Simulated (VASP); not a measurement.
# CaSe (F-43m) in VASP: settings compared, part 2 of 2

VASP 6.6.1.

### 5 Single point, PBE

INCAR reads:

```
SYSTEM = CaSe
  ALGO = Normal
  EDIFF = 1E-6
  ENCUT = 450
  GGA = PE
  ISIF = 2
  ISMEAR = 0
  LASPH = .TRUE.
  LCHARG = .FALSE.
  LREAL = .FALSE.
  LWAVE = .FALSE.
  NBANDS = 15
  NELM = 100
  PREC = Accurate
  SIGMA = 0.02
```

KPOINTS reads:

```
k-points
0
G
  3 3 3
  0 0 0
```

POSCAR reads:

```
CaSe
1.0
    0.0000000000      3.3000000000      3.3000000000
    3.3000000000      0.0000000000      3.3000000000
    3.3000000000      3.3000000000      0.0000000000
Se Ca
1 1
Direct
    0.2500000000      0.2500000000      0.2500000000
    0.0000000000      0.0000000000      0.0000000000
```

Potentials or basis: VASP PAW PBE potentials, release 64 (Se_GW, Ca_sv_GW).

On the command line:

```
$ cat potpaw_PBE.64/Se_GW/POTCAR potpaw_PBE.64/Ca_sv_GW/POTCAR > POTCAR
$ mpirun -np 1 vasp_std > vasp.out
```

OUTCAR:

```text
SYSTEM = CaSe
   EDIFF = 1E-6
   ENCUT = 450
   GGA = PE
   ISIF = 2
   ISMEAR = 0
   LASPH = .TRUE.
   LREAL = .FALSE.
   NELM = 100
   PREC = Accurate

 ion  position               nearest neighbor table
   1  0.250  0.250  0.250-   2 2.86   2 2.86   2 2.86   2 2.86
   2  0.000  0.000  0.000-   1 2.86   1 2.86   1 2.86   1 2.86

  LATTYP: Found a face centered cubic cell.
 ALAT       =     6.6000000000

  Lattice vectors:

 A1 = (   0.0000000000,   3.3000000000,   3.3000000000)
 A2 = (   3.3000000000,   0.0000000000,   3.3000000000)
 A3 = (   3.3000000000,   3.3000000000,   0.0000000000)

Analysis of symmetry for initial positions (statically):
=====================================================================
 Subroutine PRICEL returns:
 Original cell was already a primitive cell.

 Routine SETGRP: Setting up the symmetry group for a
 face centered cubic supercell.

 Subroutine GETGRP returns: Found 24 space group operations
 (whereof 24 operations were pure point group operations)
 out of a pool of 48 trial point group operations.

The static configuration has the point symmetry T_d .

Analysis of symmetry for dynamics (positions and initial velocities):
=====================================================================
 Subroutine PRICEL returns:
 Original cell was already a primitive cell.

 Routine SETGRP: Setting up the symmetry group for a
 face centered cubic supercell.

 Subroutine GETGRP returns: Found 24 space group operations
 (whereof 24 operations were pure point group operations)
 out of a pool of 48 trial point group operations.

The dynamic configuration has the point symmetry T_d .

 Subroutine INISYM returns: Found 24 space group operations
 (whereof 24 operations are pure point group operations),
 and found     1 'primitive' translations

----------------------------------------------------------------------------------------

                                     Primitive cell

  volume of cell :      71.8740

  direct lattice vectors                    reciprocal lattice vectors
     0.000000000  3.300000000  3.300000000    -0.151515152  0.151515152  0.151515152
     3.300000000  0.000000000  3.300000000     0.151515152 -0.151515152  0.151515152
     3.300000000  3.300000000  0.000000000     0.151515152  0.151515152 -0.151515152

  length of vectors
     4.666904756  4.666904756  4.666904756     0.262431941  0.262431941  0.262431941

  position of ions in fractional coordinates (direct lattice)
     0.250000000  0.250000000  0.250000000
     0.000000000  0.000000000  0.000000000

  ion indices of the primitive-cell ions
   primitive index   ion index
                 1           1
                 2           2

----------------------------------------------------------------------------------------

 KPOINTS: k-points

Automatic generation of k-mesh.
 Grid dimensions read from file:
 generate k-points for:    3    3    3

 Generating k-lattice:

  Cartesian coordinates                     Fractional coordinates (reciprocal lattice)
    -0.050505051  0.050505051  0.050505051     0.333333333  0.000000000  0.000000000
     0.050505051 -0.050505051  0.050505051     0.000000000  0.333333333  0.000000000
     0.050505051  0.050505051 -0.050505051     0.000000000  0.000000000  0.333333333

  Length of vectors
     0.087477314  0.087477314  0.087477314

  Shift w.r.t. Gamma in fractional coordinates (k-lattice)
     0.000000000  0.000000000  0.000000000

 Subroutine IBZKPT returns following result:
 ===========================================

 Found      4 irreducible k-points:

 Following reciprocal coordinates:
            Coordinates               Weight
  0.000000  0.000000  0.000000      1.000000
  0.333333  0.000000  0.000000      8.000000
  0.333333  0.333333  0.000000      6.000000
 -0.333333  0.333333  0.000000     12.000000
   k-points           NKPTS =      4   k-points in BZ     NKDIM =      4   number of bands    NBANDS=     15
   number of dos      NEDOS =    301   number of ions     NIONS =      2
   total plane-waves  NPLWV =  32768
   dimension x,y,z NGX =    32 NGY =   32 NGZ =   32
   dimension x,y,z NGXF=    64 NGYF=   64 NGZF=   64
   ions per type =               1   1
   NGX,Y,Z   is equivalent  to a cutoff of  11.40, 11.40, 11.40 a.u.
   NGXF,Y,Z  is equivalent  to a cutoff of  22.80, 22.80, 22.80 a.u.
 SYSTEM =  CaSe
   PREC   = accura    normal or accurate (medium, high low for compatibility)
   ISTART =      0    job   : 0-new  1-cont  2-samecut
   ICHARG =      2    charge: 1-file 2-atom 10-const
   ISPIN  =      1    spin polarized calculation?
   LNONCOLLINEAR =      F non collinear calculations
   LSORBIT =      F    spin-orbit coupling
   LASPH  =      T    aspherical Exc in radial PAW
   ENCUT  =  450.0 eV  33.07 Ry    5.75 a.u.   8.07  8.07  8.07*2*pi/ulx,y,z
   NELM   =    100;   NELMIN=  2; NELMDL= -5     # of ELM steps
   EDIFF  = 0.1E-05   stopping-criterion for ELM
   LREAL  =      F    real-space projection
   EDIFFG = 0.1E-04   stopping-criterion for IOM
   NSW    =      0    number of steps for IOM
   IBRION =     -1    ionic relax: 0-MD 1-quasi-New 2-CG
   NFREE  =      0    steps in history (QN), initial steepest desc. (CG)
   ISIF   =      2    stress and relaxation
   ISYM   =      2    0-nonsym 1-usesym 2-fastsym
   POTIM  = 0.5000    time-step for ionic-motion
   TEBEG  =    0.0;   TEEND  =   0.0 temperature during run
   PSTRESS=    0.0 pullay stress
   NELECT =      16.0000    total number of electrons
   NUPDOWN=      -1.0000    fix difference up-down
   EMIN   =  10.00;   EMAX   =-10.00  energy-range for DOS
   EFERMI =   0.00;   METHOD = LEGACY
   ISMEAR =     0;   SIGMA  =   0.02  broadening in eV -4-tet -1-fermi 0-gaus
   EFERMI_NEDOS =   21; number of points for ismear=-14 and -15
   IALGO  =     38    algorithm
   IMIX   =      4    mixing-type and parameters
     AMIX     =   0.40;   BMIX     =  1.00
     AMIX_MAG =   1.60;   BMIX_MAG =  1.00
  volume/ion in A,a.u.               =      35.94       242.51
  Fermi-wavevector in a.u.,A,eV,Ry     =   0.992181  1.874950 13.393889  0.984423
  Thomas-Fermi vector in A             =   2.123975
   LORBIT       =      0    0 simple, 1 ext, 2 COOP (PROOUT), +10 PAW based schemes
   GGA     = PE    functional components
   LHFCALC =     F    Hartree Fock is set to
   AEXX    =    0.0000 exact exchange contribution
   IVDW    =     0    specifies the selected vdW correction
   LEPSILON=     F    determine dielectric tensor
   LRPA    =     F    only Hartree local field effects (RPA)
 non-spin polarized calculation
 Gauss-broadening in eV      SIGMA  =   0.02
  energy-cutoff  :      450.00
  volume of cell :       71.87
 maximum number of plane-waves:      1580
   NGX = 17   NGY = 17   NGZ = 17

 number of electron      15.9999999 magnetization

 Free energy of the ion-electron system (eV)
  ---------------------------------------------------
  ext. energy  EPLUGINS =         0.00000000
  ---------------------------------------------------
  free energy    TOTEN  =       -13.89381895 eV

  energy without entropy =      -13.89381895  energy(sigma->0) =      -13.89381895

 E-fermi :   0.6516     XC(G=0):  -7.5380

 val. band max:        0.5065151879   @ k =  -0.3333   0.3333   0.0000
 cond. band min:       3.6607321709   @ k =   0.0000   0.0000   0.0000
 fundamental gap:      3.1542169830
 Fermi energy:         0.6516081030

 k-point     1 :       0.0000    0.0000    0.0000
  band No.  band energies     occupation
      1     -38.6345      2.00000
      2     -19.6425      2.00000
      3     -19.6425      2.00000
      4     -19.6425      2.00000
      5      -9.7869      2.00000
      6       0.4284      2.00000
      7       0.4284      2.00000
      8       0.4284      2.00000
      9       3.6607      0.00000
     10       5.8474      0.00000
     11       5.8474      0.00000
     12       7.8068      0.00000
     13       7.8068      0.00000
     14       7.8068      0.00000
[... 41 lines left out ...]
      2     -19.6800      2.00000
      3     -19.6615      2.00000
      4     -19.6515      2.00000
      5      -9.4845      2.00000
      6      -0.2553      2.00000
      7      -0.1498      2.00000
      8       0.5065      2.00000
      9       4.5653      0.00000
     10       5.6791      0.00000
     11       5.8310      0.00000
     12       6.9898      0.00000
     13       7.1319      0.00000
     14       8.2981      0.00000
     15       8.9873      0.00000

------------------------ aborting loop because EDIFF is reached ----------------------------------------

  FORCE on cell =-STRESS in cart. coord.  units (eV):
  Direction    XX          YY          ZZ          XY          YZ          ZX
  --------------------------------------------------------------------------------------
  -------------------------------------------------------------------------------------
  Total       -0.1778064     -0.1778064     -0.1778064      0.0000000      0.0000000      0.0000000
  in kB       -3.9635664     -3.9635664     -3.9635664      0.0000000      0.0000000      0.0000000
  external PRESSURE =      -3.9635664 kB  Pullay stress =       0.0000000 kB

 VOLUME and BASIS-vectors are now :
 -----------------------------------------------------------------------------
  energy-cutoff  :      450.00
  volume of cell :       71.87
      direct lattice vectors                 reciprocal lattice vectors
     0.000000000  3.300000000  3.300000000    -0.151515152  0.151515152  0.151515152
     3.300000000  0.000000000  3.300000000     0.151515152 -0.151515152  0.151515152
     3.300000000  3.300000000  0.000000000     0.151515152  0.151515152 -0.151515152

 POSITION                                       TOTAL-FORCE (eV/Angst)
 -----------------------------------------------------------------------------------
      1.65000      1.65000      1.65000         0.000000      0.000000      0.000000
      0.00000      0.00000      0.00000        -0.000000     -0.000000     -0.000000
 -----------------------------------------------------------------------------------
    total drift:                                0.000000      0.000000      0.000000

  FREE ENERGIE OF THE ION-ELECTRON SYSTEM (eV)
  ---------------------------------------------------
  free  energy   TOTEN  =       -13.8938189478 eV

  energy  without entropy=      -13.8938189478  energy(sigma->0) =      -13.89381895
```

Run time: 16 s. Hardware: 1 thread of Intel Xeon Platinum 8175M at 2.50GHz (Skylake/Cascade Lake), shared host; peak memory 0.16 GiB.

What came out:

```
Free energy            : -13.8938 eV
Pressure               : -0.4 GPa
Band gap on the k mesh : 3.15 eV, indirect (least direct gap 3.23 eV)
```

Caveat: the k mesh is coarse (spacing up to 0.55 Å⁻¹), so the values aren't converged; an odd mesh through Γ misses points on the zone boundary, where band edges often lie.

### 6 The reference run

An earlier run on the cell as given: functional PBE; potentials or basis VASP PAW PBE potentials, release 64 (Se, Ca_sv); cutoff 520 eV; k mesh 7 × 7 × 7; occupations fermi-dirac, width 0.05 eV; no spin polarisation.

- Pressure: -0.1 GPa
- Band gap on the k mesh: 3.15 eV, indirect (least direct gap 3.24 eV)

### 7 Overview

```tsv
task	level	potentials or basis	cell	k mesh	cutoff (eV)	smearing	mesh quality	gap on the mesh (eV)	pressure (GPa)
relaxation of cell and atoms	optPBE-vdW	VASP PAW PBE potentials, release 64 (Se, Ca_sv)	relaxed from: volume scaled by 0.92	7 × 7 × 7	600	tetrahedron	not flagged	3.16	0.0
single point	PBE	VASP PAW PBE potentials, release 64 (Se_GW, Ca_sv_GW)	as given	3 × 3 × 3	450	gaussian 0.02 eV	coarse	3.15	-0.4
single point	PBE	VASP PAW PBE potentials, release 64 (Se_GW, Ca_sv_GW)	as given	3 × 3 × 3	500	gaussian 0.02 eV	coarse	3.15	-0.3
single point	PBE	VASP PAW PBE potentials, release 64 (Se, Ca_sv)	as given	7 × 7 × 7	520	fermi-dirac 0.05 eV	not flagged	3.15	-0.1
```

Alike in all rows: no spin polarisation.

Caveats: some runs use coarse meshes; an odd mesh through Γ misses points on the zone boundary, where band edges often lie; the PAW data sets were made with another functional, which shifts forces and pressure a little (some runs).

Absolute energies hang on the potentials; compare differences alone.
